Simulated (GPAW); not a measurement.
ZrB2:

```
CELL_PARAMETERS angstrom
3.17000 0.00000 0.00000
-1.58500 2.74530 0.00000
0.00000 0.00000 3.53300
ATOMIC_POSITIONS crystal
Zr 0.00000 0.00000 0.00000
B 0.66667 0.33333 0.50000
B 0.33333 0.66667 0.50000
```

* Program: GPAW 26.7.0
* Task: relaxation of cell and atoms
* Functional: PBE
* Dispersion: D4
* Potentials or basis: GPAW PAW data sets (gpaw-data 1.2.1)
* Cutoff: 800 eV
* Basis: pw
* k mesh: 7 × 7 × 5
* Occupations: fermi-dirac, width 0.05 eV
* Spin: no spin polarisation

At the start: pressure -5.7 GPa; volume 10.25 Å³/atom.

Problem. Where does the relaxation end?

Solution. Over 5 steps the energy falls by 4.5 meV/atom and the volume is 10.01 Å³/atom (-2.3 %); space group P6/mmm (No. 191, to 0.05 Å).

The path:
| step | energy change (eV) | largest force (eV/Å) | pressure (GPa) | volume (Å³) |
| --- | --- | --- | --- | --- |
| 1 | 0.0000 | 0.0000 | -5.66 | 30.75 |
| 2 | -0.0050 | 0.0000 | -4.48 | 30.59 |
| 3 | -0.0130 | 0.0000 | 0.24 | 29.99 |
| 4 | -0.0131 | 0.0000 | 0.13 | 30.00 |
| 5 | -0.0136 | 0.0000 | -0.15 | 30.03 |

Final structure:
```cif
data_structure
_symmetry_space_group_name_H-M 'P 1'
_symmetry_Int_Tables_number 1
_cell_length_a 3.1529
_cell_length_b 3.1529
_cell_length_c 3.4878
_cell_angle_alpha 90.000
_cell_angle_beta 90.000
_cell_angle_gamma 120.000
_cell_volume 30.03
loop_
_atom_site_label
_atom_site_type_symbol
_atom_site_fract_x
_atom_site_fract_y
_atom_site_fract_z
_atom_site_occupancy
Zr1 Zr 0.00000 0.00000 0.00000 1
B1 B 0.66667 0.33333 0.50000 1
B2 B 0.33333 0.66667 0.50000 1
```

Caveat: later steps reuse the first step's grids; pairwise dispersion overbinds metals, which lowers pressure and volume.
